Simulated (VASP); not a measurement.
Wanted: the native input for a VASP 6.6.1 run.

- Task: single point
- Functional: PBE
- Potentials or basis: VASP PAW PBE potentials, release 64 (Ba_sv, Te)
- Cutoff: 520 eV
- k mesh: 8 × 8 × 8
- Occupations: gaussian, width 0.05 eV
- Spin: no spin polarisation
- Dipole correction: no
- Further INCAR settings: ALGO = Normal; EDIFF = 1e-06; NBANDS = 15

The structure of BaTe lies in POSCAR:

```
BaTe
1.0
    0.0000000000      3.4100000000      3.4100000000
    3.4100000000      0.0000000000      3.4100000000
    3.4100000000      3.4100000000      0.0000000000
Ba Te
1 1
Direct
    0.0000000000      0.0000000000      0.0000000000
    0.5000000000      0.5000000000      0.5000000000
```

These files were run (other wordings do the same):

INCAR

```
ALGO = Normal
EDIFF = 1E-6
ENCUT = 520
GGA = PE
ISIF = 2
ISMEAR = 0
LASPH = T
LCHARG = F
LREAL = F
LWAVE = F
NBANDS = 15
NELM = 80
PREC = Accurate
SIGMA = 0.05
```

KPOINTS

```
k-points
0
Gamma
  8 8 8
```

Potentials or basis: VASP PAW PBE potentials, release 64 (Ba_sv, Te).

Run with:

```console
$ cat potpaw_PBE.64/Ba_sv/POTCAR potpaw_PBE.64/Te/POTCAR > POTCAR
$ mpirun -np 1 vasp_std > vasp.out
```

Results of the run:

```yaml
Pressure: 4.2 GPa
Band_gap_on_the_k_mesh: 1.33 eV, indirect (least direct gap 1.71 eV)
```

Caveat: spin-orbit coupling is left out, which moves the levels of the heavy elements.

It took 12 s on 1 thread of Intel(R) Xeon(R) 6975P-C (Granite Rapids) (shared host), peak memory 0.22 GiB.
